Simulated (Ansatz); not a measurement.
**AlNi3: course of a relaxation**

These are results of Ansatz 0.2.0, DFT PBE, scalar-relativistic, plane waves, PAW, not measurements. (420 eV cutoff, 12×12×12 k-mesh, Gaussian smearing of 0.10 eV, collinear spin)

What was changed in SiNi3: Si → Al on all its sites, cell and atoms relaxed.

Command:

```bash
ansatz run input.yaml --threads 1 --pin off --max-ram 2560MiB --backend cpu --events-out ev --progress --plain --runs-dir out
```

Input:

```yaml
crystal:
  lattice:
    - [3.5542910026, 0.0, 0.0]
    - [0.0, 3.5542910026, 0.0]
    - [0.0, 0.0, 3.5542910026]
  atoms:
    - { symbol: Al, position: [0.0, 0.0, 0.0] }
    - { symbol: Ni, position: [0.0, 0.5, 0.5], spin: 0.3 }
    - { symbol: Ni, position: [0.5, 0.0, 0.5], spin: 0.3 }
    - { symbol: Ni, position: [0.5, 0.5, 0.0], spin: 0.3 }
basis:
  ecutwfc: 420
kpoints:
  mp_grid: { grid: [12, 12, 12] }
hamiltonian:
  xc: pbe
scf:
  occupations: { method: gaussian, width: 0.1 }
output:
  forces: true
  stress: true
  eigenvalues: true
  populations: true
magnetization:
  spin_polarized: true
relax:
  adjacent_minimum: "off"
  f_tol: 0.01
  max_steps: 60
  cell: { stress_tol: 0.1 }
```

F is the free energy. Steps run on the plane waves of an earlier cell, but the last one, and at times one on the way, on a freshly chosen basis, so a repeated geometry can differ a little in energy.

Steps:

```csv
step,F − F(1) (eV),largest force component (eV/Å),V (Å³/atom),P (GPa)
1,0.0000,0.000,11.225,1.95
2,-0.0021,0.000,11.288,0.90
3,-0.0027,0.000,11.343,0.01
4,-0.0028,0.000,11.343,0.01
```

Relaxed structure:

```xyz
4
Lattice="3.5666 0.0000 0.0000 0.0000 3.5666 0.0000 0.0000 0.0000 3.5666" Properties=species:S:1:pos:R:3 pbc="T T T"
Al    0.0000    0.0000    0.0000
Ni    0.0000    1.7833    1.7833
Ni    1.7833    0.0000    1.7833
Ni    1.7833    1.7833    0.0000
```

It takes space group Pm-3m (No. 221, cubic). The conventional cell has a = 3.567 Å, b = 3.567 Å, c = 3.567 Å, α = 90.00°, β = 90.00°, γ = 90.00°. Al (site symmetry m-3m) has 12 Ni at 2.52 Å as nearest neighbours. Around Ni (site symmetry 4/mmm) lie 4 Al at 2.52 Å and 8 Ni at 2.52 Å.

The run converged. It took 78 s on 1 thread of Intel(R) Xeon(R) Platinum 8259CL CPU @ 2.50GHz (Skylake/Cascade Lake), with other jobs on the host, peak memory 0.54 GiB.